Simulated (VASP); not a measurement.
# TiTe2 (P-3m1) in VASP: notebook

One crystal, TiTe2, is run at these levels: PBE, PBEsol; tasks: single point, equation of state.

All numbers are computed with VASP 6.6.1; they aren't measurements. Logs are shortened: lines on timing, memory, paths and dates and some standing lists are left out, and cuts for length are marked.

**1. Starting point**

Symmetry: P-3m1, No. 164, trigonal system. Conventional cell: a = 3.777 Å, b = 3.777 Å, c = 6.498 Å, α = 90.00°, β = 90.00°, γ = 120.00°. Te (site symmetry 3m) is surrounded by 3 Ti at 2.77 Å. Ti (site symmetry -3m) has 6 Te at 2.77 Å as nearest neighbours.

**2. Single point, PBE**

INCAR reads:

```
PREC = Accurate ; ENCUT = 520
EDIFF = 1E-7 ; ISMEAR = -1
SIGMA = 0.05 ; LREAL = F
LASPH = T ; NELM = 60
ALGO = Normal ; ISIF = 2
LWAVE = F ; LCHARG = T
GGA = PE ; LELF = T
LVHAR = T ; NBANDS = 19
```

KPOINTS reads:

```
regular mesh
0
Gamma
  8 8 4
```

POSCAR reads:

```
TiTe2
1.0
    3.7770000000      0.0000000000      0.0000000000
   -1.8885000000      3.2709779501      0.0000000000
    0.0000000000      0.0000000000      6.4980000000
Te Ti
2 1
Direct
    0.3333333333      0.6666666667      0.7372000000
    0.6666666667      0.3333333333      0.2628000000
    0.0000000000      0.0000000000      0.0000000000
```

Potentials or basis: VASP PAW PBE potentials, release 64 (Te, Ti_sv).

The run is started by

```
cat potpaw_PBE.64/Te/POTCAR potpaw_PBE.64/Ti_sv/POTCAR > POTCAR
mpirun -np 1 vasp_std > vasp.out
```

OUTCAR:

```text
PREC = Accurate
   ENCUT = 520
   EDIFF = 1E-7
   ISMEAR = -1
   LREAL = F
   LASPH = T
   NELM = 60
   ISIF = 2
   GGA = PE

 ion  position               nearest neighbor table
   1  0.333  0.667  0.737-   3 2.77   3 2.77   3 2.77
   2  0.667  0.333  0.263-   3 2.77   3 2.77   3 2.77
   3  0.000  0.000  0.000-   1 2.77   2 2.77   2 2.77   1 2.77   2 2.77   1 2.77

  LATTYP: Found a hexagonal cell.
 ALAT       =     3.7770000000
 C/A-ratio  =     1.7204130262

  Lattice vectors:

 A1 = (   3.7770000000,   0.0000000000,   0.0000000000)
 A2 = (  -1.8885000000,   3.2709779501,   0.0000000000)
 A3 = (   0.0000000000,   0.0000000000,   6.4980000000)

Analysis of symmetry for initial positions (statically):
=====================================================================
 Subroutine PRICEL returns:
 Original cell was already a primitive cell.

 Routine SETGRP: Setting up the symmetry group for a
 hexagonal supercell.

 Subroutine GETGRP returns: Found 12 space group operations
 (whereof 12 operations were pure point group operations)
 out of a pool of 24 trial point group operations.

The static configuration has the point symmetry D_3d.

Analysis of symmetry for dynamics (positions and initial velocities):
=====================================================================
 Subroutine PRICEL returns:
 Original cell was already a primitive cell.

 Routine SETGRP: Setting up the symmetry group for a
 hexagonal supercell.

 Subroutine GETGRP returns: Found 12 space group operations
 (whereof 12 operations were pure point group operations)
 out of a pool of 24 trial point group operations.

The dynamic configuration has the point symmetry D_3d.

 Subroutine INISYM returns: Found 12 space group operations
 (whereof 12 operations are pure point group operations),
 and found     1 'primitive' translations

----------------------------------------------------------------------------------------

                                     Primitive cell

  volume of cell :      80.2794

  direct lattice vectors                    reciprocal lattice vectors
     3.777000000  0.000000000  0.000000000     0.264760392  0.152859484  0.000000000
    -1.888500000  3.270977950  0.000000000     0.000000000  0.305718967  0.000000000
[... 84 lines left out ...]
   ions per type =               2   1
   NGX,Y,Z   is equivalent  to a cutoff of  12.32, 12.32, 12.28 a.u.
   NGXF,Y,Z  is equivalent  to a cutoff of  24.65, 24.65, 24.56 a.u.
 SYSTEM =  unknown system
   PREC   = accura    normal or accurate (medium, high low for compatibility)
   ISTART =      0    job   : 0-new  1-cont  2-samecut
   ICHARG =      2    charge: 1-file 2-atom 10-const
   ISPIN  =      1    spin polarized calculation?
   LNONCOLLINEAR =      F non collinear calculations
   LSORBIT =      F    spin-orbit coupling
   LASPH  =      T    aspherical Exc in radial PAW
   ENCUT  =  520.0 eV  38.22 Ry    6.18 a.u.   7.02  7.02 12.08*2*pi/ulx,y,z
   NELM   =     60;   NELMIN=  2; NELMDL= -5     # of ELM steps
   EDIFF  = 0.1E-06   stopping-criterion for ELM
   LREAL  =      F    real-space projection
[... 7 lines left out ...]
   TEBEG  =    0.0;   TEEND  =   0.0 temperature during run
   PSTRESS=    0.0 pullay stress
   NELECT =      24.0000    total number of electrons
   NUPDOWN=      -1.0000    fix difference up-down
   EMIN   =  10.00;   EMAX   =-10.00  energy-range for DOS
   EFERMI =   0.00;   METHOD = LEGACY
   ISMEAR =    -1;   SIGMA  =   0.05  broadening in eV -4-tet -1-fermi 0-gaus
   EFERMI_NEDOS =   21; number of points for ismear=-14 and -15
   IALGO  =     38    algorithm
   IMIX   =      4    mixing-type and parameters
     AMIX     =   0.40;   BMIX     =  1.00
     AMIX_MAG =   1.60;   BMIX_MAG =  1.00
  volume/ion in A,a.u.               =      26.76       180.58
  Fermi-wavevector in a.u.,A,eV,Ry     =   1.094655  2.068597 16.303438  1.198269
  Thomas-Fermi vector in A             =   2.230964
   LORBIT       =      0    0 simple, 1 ext, 2 COOP (PROOUT), +10 PAW based schemes
   GGA     = PE    functional components
   LHFCALC =     F    Hartree Fock is set to
   AEXX    =    0.0000 exact exchange contribution
   IVDW    =     0    specifies the selected vdW correction
   LEPSILON=     F    determine dielectric tensor
   LRPA    =     F    only Hartree local field effects (RPA)
 non-spin polarized calculation
  energy-cutoff  :      520.00
  volume of cell :       80.28
 maximum number of plane-waves:      2176
   NGX = 13   NGY = 13   NGZ = 25

 number of electron      23.9999998 magnetization

 Free energy of the ion-electron system (eV)
  ---------------------------------------------------
  ext. energy  EPLUGINS =         0.00000000
  ---------------------------------------------------
  free energy    TOTEN  =       -16.21542808 eV

  energy without entropy =      -16.20399134  energy(sigma->0) =      -16.20970971

 E-fermi :   6.8081     XC(G=0):  -9.8601

 val. band max:        6.7892478914   @ k =   0.1250   0.0000   0.2500
 cond. band min:       6.8396355563   @ k =   0.5000   0.0000   0.0000
 fundamental gap:      0.0503876649
 Fermi energy:         6.8080736304

 k-point     1 :       0.0000    0.0000    0.0000
  band No.  band energies     occupation
      1     -50.6635      2.00000
      2     -26.9198      2.00000
      3     -26.9198      2.00000
      4     -26.8834      2.00000
      5      -5.5825      2.00000
      6      -4.0796      2.00000
[... 747 lines left out ...]
      6      -3.5193      2.00000
[... 11 lines left out ...]
     18      12.0610      0.00000
     19      12.5123      0.00000

------------------------ aborting loop because EDIFF is reached ----------------------------------------

  FORCE on cell =-STRESS in cart. coord.  units (eV):
  Direction    XX          YY          ZZ          XY          YZ          ZX
  --------------------------------------------------------------------------------------
  -------------------------------------------------------------------------------------
  Total        0.3515596      0.3515596      0.6395952      0.0000000      0.0000000      0.0000000
  in kB        7.0162538      7.0162538     12.7647252      0.0000000      0.0000000      0.0000000
  external PRESSURE =       8.9324109 kB  Pullay stress =       0.0000000 kB

 VOLUME and BASIS-vectors are now :
 -----------------------------------------------------------------------------
  energy-cutoff  :      520.00
  volume of cell :       80.28
      direct lattice vectors                 reciprocal lattice vectors
     3.777000000  0.000000000  0.000000000     0.264760392  0.152859484  0.000000000
    -1.888500000  3.270977950  0.000000000     0.000000000  0.305718967  0.000000000
     0.000000000  0.000000000  6.498000000     0.000000000  0.000000000  0.153893506

 POSITION                                       TOTAL-FORCE (eV/Angst)
 -----------------------------------------------------------------------------------
     -0.00000      2.18065      4.79033         0.000000      0.000000     -0.021684
      1.88850      1.09033      1.70767        -0.000000     -0.000000      0.021684
      0.00000      0.00000      0.00000        -0.000000      0.000000      0.000000
 -----------------------------------------------------------------------------------
    total drift:                                0.000000     -0.000000      0.000000

  FREE ENERGIE OF THE ION-ELECTRON SYSTEM (eV)
  ---------------------------------------------------
  free  energy   TOTEN  =       -16.2154280847 eV

  energy  without entropy=      -16.2039913440  energy(sigma->0) =      -16.20970971
```

OSZICAR:

```text
N       E                     dE             d eps       ncg     rms          rms(c)
DAV:   1     0.174796080164E+03    0.17480E+03   -0.10891E+04  1330   0.117E+03
DAV:   2    -0.263293948377E+01   -0.17743E+03   -0.17289E+03  1397   0.292E+02
DAV:   3    -0.179729129016E+02   -0.15340E+02   -0.15004E+02  2086   0.810E+01
DAV:   4    -0.184409358006E+02   -0.46802E+00   -0.46594E+00  1709   0.136E+01
DAV:   5    -0.184598014771E+02   -0.18866E-01   -0.18858E-01  1982   0.258E+00    0.121E+01
DAV:   6    -0.186372731846E+02   -0.17747E+00   -0.38107E+01  1472   0.376E+01    0.146E+01
DAV:   7    -0.164783198057E+02    0.21590E+01   -0.32344E+01  1657   0.324E+01    0.548E+00
DAV:   8    -0.162164466165E+02    0.26187E+00   -0.14563E+00  1579   0.819E+00    0.178E+00
DAV:   9    -0.162403268181E+02   -0.23880E-01   -0.30231E-01  1746   0.341E+00    0.169E+00
DAV:  10    -0.162198030187E+02    0.20524E-01   -0.32449E-01  1596   0.386E+00    0.838E-01
DAV:  11    -0.162155035270E+02    0.42995E-02   -0.34827E-02  1536   0.135E+00    0.350E-01
DAV:  12    -0.162156107831E+02   -0.10726E-03   -0.27089E-03  1579   0.376E-01    0.256E-01
DAV:  13    -0.162154340963E+02    0.17669E-03   -0.66272E-04  1572   0.189E-01    0.429E-02
DAV:  14    -0.162154358716E+02   -0.17753E-05   -0.18354E-05  1594   0.330E-02    0.427E-02
DAV:  15    -0.162154309762E+02    0.48954E-05   -0.68641E-06  1656   0.200E-02    0.206E-02
DAV:  16    -0.162154278949E+02    0.30813E-05   -0.17281E-05  1700   0.259E-02    0.309E-03
DAV:  17    -0.162154280568E+02   -0.16188E-06   -0.36975E-07  1516   0.485E-03    0.219E-03
DAV:  18    -0.162154280847E+02   -0.27944E-07   -0.24242E-08   848   0.121E-03
   1 F= -.16215428E+02 E0= -.16209710E+02  d E =-.114367E-01
```

stdout:

```text
POSCAR found type information on POSCAR TeTi
 POSCAR found :  2 types and       3 ions
 scaLAPACK will be used
 LDA part: xc-table for (Slater+PW92), standard interpolation
 POSCAR, INCAR and KPOINTS ok, starting setup
 FFT: planning ... GRIDC
 FFT: planning ... GRID_SOFT
 FFT: planning ... GRID
 WAVECAR not read
 entering main loop
```

Run time: 58 s. Hardware: 1 thread of Intel Xeon Platinum 8488C (Sapphire Rapids), shared host; peak memory 0.21 GiB.

Results:

- Free energy: -16.2154 eV
- Pressure: 0.9 GPa
- Largest force: 0.022 eV/Å
- Band gap on the k mesh: none (metal or under the smearing width)

Forces on the atoms (eV/Å):
```
Te   0.000  0.000 -0.022
Te   0.000  0.000  0.022
Ti   0.000  0.000  0.000
```

Stress tensor (GPa, compression positive):
```
0.70 0.00 0.00
0.00 0.70 0.00
0.00 0.00 1.28
```

Levels at points of the mesh, in eV from the Fermi level:
| k point | band 8 | band 9 | band 10 | band 11 | band 12 | band 13 | band 14 | band 15 | band 16 | band 17 |
| --- | --- | --- | --- | --- | --- | --- | --- | --- | --- | --- |
| (0.00, 0.00, 0.00) | -1.67 | -1.67 | 0.36 | 0.40 | 0.40 | 0.59 | 1.08 | 1.08 | 3.07 | 3.07 |
| (0.50, 0.00, 0.00) | -3.68 | -2.70 | -2.38 | -1.74 | -1.12 | 0.03 | 1.15 | 1.49 | 2.42 | 3.35 |
| (0.00, 0.00, 0.50) | -2.63 | -1.60 | -1.60 | 0.39 | 0.39 | 0.77 | 0.77 | 1.03 | 3.50 | 3.50 |
| (0.50, 0.00, 0.50) | -4.53 | -2.39 | -2.01 | -0.97 | -0.60 | -0.26 | 1.15 | 1.47 | 2.62 | 3.49 |

Caveat: this functional lacks dispersion, which binds the layers, so the pressure and a relaxed spacing across them are unreliable.

**3. Single point, PBE (atoms moved at random, drawn with an rms of 0.05 Å)**

INCAR reads:

```
PREC     = Accurate       # precision mode
ENCUT    = 520            # plane-wave cutoff, eV
EDIFF    = 1E-7           # SCF threshold, eV
ISMEAR   = -1             # smearing method
SIGMA    = 0.05           # smearing width, eV
LREAL    = False          # projectors in reciprocal space
LASPH    = True           # aspherical terms in the spheres
NELM     = 100            # most SCF steps
ALGO     = Normal         # electronic algorithm
ISIF     = 2              # what is computed and relaxed
LWAVE    = False          # write WAVECAR
LCHARG   = False          # write CHGCAR
GGA      = PE             # functional
NBANDS   = 19             # bands
```

KPOINTS reads:

```
Automatic mesh
0
Gamma
  8 8 4
```

POSCAR reads:

```
TiTe2
1.0
    3.7770000000      0.0000000000      0.0000000000
   -1.8885000000      3.2709779501      0.0000000000
    0.0000000000      0.0000000000      6.4980000000
Te Ti
2 1
Direct
    0.3388330000      0.6607440000      0.7419060000
    0.6673940000      0.3380020000      0.2672440000
   -0.0012540000     -0.0001860000      0.0024000000
```

Potentials or basis: VASP PAW PBE potentials, release 64 (Te, Ti_sv).

The run is started by

```
cat potpaw_PBE.64/Te/POTCAR potpaw_PBE.64/Ti_sv/POTCAR > POTCAR
mpirun -np 1 vasp_std > vasp.out
```

OUTCAR:

```text
PREC = Accurate
   ENCUT = 520
   EDIFF = 1E-7
   ISMEAR = -1
   LREAL = False
   LASPH = True
   NELM = 100
   ISIF = 2
   GGA = PE

 ion  position               nearest neighbor table
   1  0.339  0.661  0.742-   3 2.74   3 2.75   3 2.79
   2  0.667  0.338  0.267-   3 2.77   3 2.78   3 2.79
   3  0.999  1.000  0.002-   1 2.74   1 2.75   2 2.77   2 2.78   2 2.79   1 2.79

  LATTYP: Found a hexagonal cell.
 ALAT       =     3.7770000000
 C/A-ratio  =     1.7204130262

  Lattice vectors:

 A1 = (   3.7770000000,   0.0000000000,   0.0000000000)
 A2 = (  -1.8885000000,   3.2709779501,   0.0000000000)
 A3 = (   0.0000000000,   0.0000000000,   6.4980000000)

Analysis of symmetry for initial positions (statically):
=====================================================================
 Subroutine PRICEL returns:
 Original cell was already a primitive cell.

 Routine SETGRP: Setting up the symmetry group for a
 hexagonal supercell.

 Subroutine GETGRP returns: Found  1 space group operations
 (whereof  1 operations were pure point group operations)
 out of a pool of 24 trial point group operations.
[... 184 lines left out ...]
  ext. energy  EPLUGINS =         0.00000000
  ---------------------------------------------------
  free energy    TOTEN  =       -16.21049025 eV

  energy without entropy =      -16.19908416  energy(sigma->0) =      -16.20478721

 E-fermi :   6.8090     XC(G=0):  -9.8594

 val. band max:        6.7911362076   @ k =  -0.1250   0.1250   0.2500
 cond. band min:       6.8378867808   @ k =   0.0000   0.5000   0.0000
 fundamental gap:      0.0467505732
 Fermi energy:         6.8090317734

 k-point     1 :       0.0000    0.0000    0.0000
  band No.  band energies     occupation
      1     -50.6625      2.00000
      2     -26.9191      2.00000
      3     -26.9191      2.00000
      4     -26.8828      2.00000
      5      -5.5838      2.00000
      6      -4.0802      2.00000
[... 857 lines left out ...]
      6      -4.2639      2.00000
[... 11 lines left out ...]
     18      12.7803      0.00000
     19      13.6930      0.00000

 [... further k-points ...]
[... 5 lines left out ...]
  --------------------------------------------------------------------------------------
  -------------------------------------------------------------------------------------
  Total        0.2951560      0.4545633      0.6803863      0.0917722     -0.2285904      0.2515584
  in kB        5.8905785      9.0719493     13.5788135      1.8315452     -4.5620941      5.0204793
  external PRESSURE =       9.5137804 kB  Pullay stress =       0.0000000 kB

 VOLUME and BASIS-vectors are now :
 -----------------------------------------------------------------------------
  energy-cutoff  :      520.00
  volume of cell :       80.28
      direct lattice vectors                 reciprocal lattice vectors
     3.777000000  0.000000000  0.000000000     0.264760392  0.152859484  0.000000000
    -1.888500000  3.270977950  0.000000000     0.000000000  0.305718967  0.000000000
     0.000000000  0.000000000  6.498000000     0.000000000  0.000000000  0.153893506

 POSITION                                       TOTAL-FORCE (eV/Angst)
 -----------------------------------------------------------------------------------
      0.03196      2.16128      4.82091        -0.130012      0.082584     -0.116352
      1.88243      1.10560      1.73655         0.043321     -0.073466     -0.046675
      1.88411      3.27037      0.01560         0.086691     -0.009117      0.163027
 -----------------------------------------------------------------------------------
    total drift:                               -0.000132     -0.000016     -0.000284

  FREE ENERGIE OF THE ION-ELECTRON SYSTEM (eV)
  ---------------------------------------------------
  free  energy   TOTEN  =       -16.2104902519 eV

  energy  without entropy=      -16.1990841642  energy(sigma->0) =      -16.20478721
```

Run time: 3.3 min. Hardware: 1 thread of Intel Xeon Platinum 8488C (Sapphire Rapids), shared host; peak memory 0.33 GiB.

What came out:

```
Free energy            : -16.2105 eV
Pressure               : 1.0 GPa
Largest force          : 0.193 eV/Å
Band gap on the k mesh : none (metal or under the smearing width)
```

Forces in eV/Å, atoms in the order of the input:
```
Te  -0.130  0.083 -0.116
Te   0.043 -0.073 -0.047
Ti   0.087 -0.009  0.163
```

The run has no spin-orbit coupling, so splittings on Te are missing.

**4. Equation of state, PBE, 25.15 Å³/atom (volume scaled by 0.94)**

INCAR reads:

```
SYSTEM = TiTe2
PREC = Accurate ; ENCUT = 520
EDIFF = 1E-7 ; ISMEAR = -1
SIGMA = 0.05 ; LREAL = .False.
LASPH = .True. ; NELM = 60
ALGO = Normal ; ISIF = 2
LWAVE = .False. ; LCHARG = .False.
GGA = PE ; NBANDS = 19
```

KPOINTS reads:

```
regular mesh
0
Gamma
  8 8 4
  0 0 0
```

POSCAR reads:

```
TiTe2
1.0
    3.6998967326      0.0000000000      0.0000000000
   -1.8499483663      3.2042045618      0.0000000000
    0.0000000000      0.0000000000      6.3653505344
Te Ti
2 1
Direct
    0.3333333333      0.6666666667      0.7372000000
    0.6666666667      0.3333333333      0.2628000000
    0.0000000000      0.0000000000      0.0000000000
```

The run is started by

```
cat potpaw_PBE.64/Te/POTCAR potpaw_PBE.64/Ti_sv/POTCAR > POTCAR
mpirun -np 1 vasp_std > vasp.out
```

Wall time 46 s (1 thread of Intel Xeon Platinum 8488C (Sapphire Rapids), shared host); peak memory 0.2 GiB.

The run converged. Its results:

```yaml
Free_energy: -16.1225 eV
Pressure: 5.5 GPa
Largest_force: 0.588 eV/Å
Band_gap_on_the_k_mesh: none (metal or under the smearing width)
```

Caveat: this functional lacks dispersion, which binds the layers, so the pressure and a relaxed spacing across them are unreliable.

**5. Equation of state, PBE, 25.69 Å³/atom (volume scaled by 0.96)**

INCAR reads:

```
SYSTEM = TiTe2
  PREC = Accurate
  ENCUT = 520
  EDIFF = 1E-7
  ISMEAR = -1
  SIGMA = 0.05
  LREAL = .False.
  LASPH = .True.
  NELM = 80
  ALGO = Normal
  ISIF = 2
  LWAVE = .False.
  LCHARG = .False.
  GGA = PE
  NBANDS = 19
```

KPOINTS reads:

```
Automatic mesh
0
Gamma
  8 8 4
  0 0 0
```

POSCAR reads:

```
TiTe2
1.0
    3.7259532019      0.0000000000      0.0000000000
   -1.8629766009      3.2267701262      0.0000000000
    0.0000000000      0.0000000000      6.4101784236
Te Ti
2 1
Direct
    0.3333333333      0.6666666667      0.7372000000
    0.6666666667      0.3333333333      0.2628000000
    0.0000000000      0.0000000000      0.0000000000
```

The run is started by

```
cat potpaw_PBE.64/Te/POTCAR potpaw_PBE.64/Ti_sv/POTCAR > POTCAR
mpirun -np 1 vasp_std > vasp.out
```

Run time: 54 s. Hardware: 1 thread of Intel Xeon Platinum 8488C (Sapphire Rapids), shared host; peak memory 0.2 GiB.

Results (log left out):

```
Free energy            : -16.1690 eV
Pressure               : 3.8 GPa
Largest force          : 0.387 eV/Å
Band gap on the k mesh : none (metal or under the smearing width)
```

Caveat: this functional lacks dispersion, which binds the layers, so the pressure and a relaxed spacing across them are unreliable.

**6. Equation of state, PBE, 26.22 Å³/atom (volume scaled by 0.98)**

INCAR reads:

```
PREC = Accurate
ENCUT = 520
EDIFF = 1E-7
ISMEAR = -1
SIGMA = 0.05
LREAL = False
LASPH = True
NELM = 100
ALGO = Normal
ISIF = 2
LWAVE = False
LCHARG = False
GGA = PE
NBANDS = 19
```

KPOINTS reads:

```
regular mesh
0
Gamma
  8 8 4
```

POSCAR reads:

```
TiTe2
1.0
    3.7516502429      0.0000000000      0.0000000000
   -1.8758251215      3.2490244165      0.0000000000
    0.0000000000      0.0000000000      6.4543879477
Te Ti
2 1
Direct
    0.3333333333      0.6666666667      0.7372000000
    0.6666666667      0.3333333333      0.2628000000
    0.0000000000      0.0000000000      0.0000000000
```

Potentials or basis: VASP PAW PBE potentials, release 64 (Te, Ti_sv).

The run is started by

```
cat potpaw_PBE.64/Te/POTCAR potpaw_PBE.64/Ti_sv/POTCAR > POTCAR
mpirun -np 1 vasp_std > vasp.out
```

Wall time 53 s (1 thread of Intel Xeon Platinum 8488C (Sapphire Rapids), shared host); peak memory 0.21 GiB.

The run converged. Its results:

- Free energy: -16.1995 eV
- Pressure: 2.3 GPa
- Largest force: 0.198 eV/Å
- Band gap on the k mesh: none (metal or under the smearing width)

Caveat: this functional lacks dispersion, which binds the layers, so the pressure and a relaxed spacing across them are unreliable.

(Continued in part 2 of 3.)
